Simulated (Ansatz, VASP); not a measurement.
## Al in VASP and in Ansatz

File INCAR:

```
SYSTEM = Al
PREC     = Accurate       ! precision mode
ENCUT    = 520            ! plane-wave cutoff, eV
EDIFF    = 1E-6           ! SCF threshold, eV
ISMEAR   = -1             ! smearing method
SIGMA    = 0.08           ! smearing width, eV
LREAL    = .False.        ! projectors in reciprocal space
LASPH    = .True.         ! aspherical terms in the spheres
NELM     = 60             ! most SCF steps
ALGO     = Normal         ! electronic algorithm
ISIF     = 2              ! what is computed and relaxed
LWAVE    = .False.        ! write WAVECAR
LCHARG   = .False.        ! write CHGCAR
GGA      = PS             ! functional
NBANDS   = 8              ! bands
```

The input KPOINTS:

```
regular mesh
0
Gamma
  16 16 16
  0 0 0
```

POSCAR

```
Al
1.0
    2.6559117046      0.0000000000      0.0000000000
    0.0000000000      2.6559117046      0.0000000000
    0.0000000000      0.0000000000      2.6559117046
Al
1
Direct
    0.0000000000      0.0000000000      0.0000000000
```

Input for Ansatz:

```yaml
crystal:
  lattice:
    - [2.6559117046, 0.0, 0.0]
    - [0.0, 2.6559117046, 0.0]
    - [0.0, 0.0, 2.6559117046]
  atoms:
    - { symbol: Al, position: [0.0, 0.0, 0.0] }
kpoints:
  mp_grid: { grid: [16, 16, 16] }
scf:
  occupations: { method: fermi_dirac, width: 0.08 }
hamiltonian:
  xc: pbesol
  pseudopotentials: { kind: all_electron, lapw: { basis_error: 0.001 } }
output:
  forces: true
  stress: true
  eigenvalues: true
  populations: true
```

Change from the starting cell: volume scaled by 0.95, LAPW.

Alike in both runs: task single point; functional PBEsol; k mesh 16 × 16 × 16; occupations fermi-dirac, width 0.08 eV; no spin polarisation.

|  | VASP | Ansatz |
| --- | --- | --- |
| version | VASP 6.6.1 | Ansatz 0.2.0 |
| potentials or method | VASP PAW PBE potentials, release 64 (Al) | all-electron LAPW, scalar-relativistic |
| plane-wave cutoff (eV) | 520 | see its input |

```csv
,VASP,Ansatz,Ansatz less VASP
pressure (GPa),3.6,3.4,-0.13
```

Ansatz ran all-electron here, so the differences hold the error of VASP's frozen core and of both bases.

Caveats: the PAW data sets were made with another functional, which shifts forces and pressure a little (VASP).
